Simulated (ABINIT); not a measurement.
# CdSe in ABINIT: the effect of functional

Crystal: CdSe.

```xyz
2
Lattice="0.0000 3.0703 3.0703 3.0703 0.0000 3.0703 3.0703 3.0703 0.0000" Properties=species:S:1:pos:R:3 pbc="T T T"
Cd    0.0000    0.0000    0.0000
Se    1.5351    1.5351    1.5351
```

Measurements of this composition are mostly on another form, of space group No. 186.

Alike in all runs:

| Property | Result |
| --- | --- |
| Program | ABINIT 10.8.3 (patched build) |
| Task | single point |
| Potentials or basis | JTH PAW PBE v2.0 |
| Cutoff | 707 eV |
| k mesh | 8 × 8 × 8 |
| Occupations | fermi-dirac, width 0.05 eV |
| Spin | no spin polarisation |

```csv
functional,gap on the mesh (eV),pressure (GPa)
PBE,0.54,1.2
PBEsol,0.42,-1.5
RPBE,0.72,3.1
BLYP,0.46,4.0
r2SCAN,1.01,-0.4
SCAN,?,?
revPBE,0.67,2.6
PW91,0.50,1.0
WC,0.39,-1.4
```

Question: What does the run with functional SCAN give?

Answer: gap on the mesh 0.83 eV; pressure -1.1 GPa.

Caveats: the PAW data sets were made with another functional, which shifts forces and pressure a little (some runs).

